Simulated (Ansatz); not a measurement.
Computed with Ansatz 0.2.0, DFT PBE, scalar-relativistic, plane waves, PAW. Settings: cutoff 420 eV, Γ-centred meshes spaced at most about 0.3 Å⁻¹, and about 0.25 Å⁻¹ or finer for metals (2π included), Gaussian smearing. No spin polarisation.

These are static total energies at zero pressure.

Two relaxed structures of PtSe2:

A.

Space group P-3m1 (No. 164). a = 3.752 Å, b = 3.752 Å, c = 6.499 Å, α = 90.00°, β = 90.00°, γ = 120.00°
```csv
atom,site,symmetry,x,y,z
Pt,1a,-3m.,0.0000,0.0000,0.0000
Se,2d,3m.,0.6667,0.3333,0.7989
```

B.

Space group Pnnm (No. 58). a = 5.491 Å, b = 5.973 Å, c = 3.912 Å, α = 90.00°, β = 90.00°, γ = 90.00°
```csv
atom,site,symmetry,x,y,z
Pt,2a,..2/m,0.5000,0.5000,0.5000
Se,4g,..m,0.2668,0.8769,0.5000
```

Task: Which form is favoured at zero pressure, and by what margin per atom?

Result: A is lower, by 188 meV/atom. A has the cadmium iodide type, space group P-3m1 (No. 164), 26.4 Å³/atom and a gap of 0.88 eV on its mesh; B has the CaCl2 type, space group Pnnm (No. 58), 21.4 Å³/atom and no gap. In A, around Pt lie 6 Se at 2.53 Å; Se is surrounded by 3 Pt at 2.53 Å. In B, around Pt lie 6 Se at 2.55–2.59 Å; around Se lie 3 Pt at 2.55–2.59 Å. Origin: A, reached from a cell as deposited in COD, among other starts; B, invented. Shaken at random and relaxed again, A came back. Checks on A: no imaginary mode on a 2×2×1 q mesh.

No dispersion correction is applied, so the spacing and binding between layers, chains or molecules are poorly described (P-3m1), and this can change margins and order among such cells. Spin–orbit coupling, which can matter for Pt, is left out. Kohn–Sham gaps at this level usually fall short of measured ones. Cells without such a test can be saddle points.
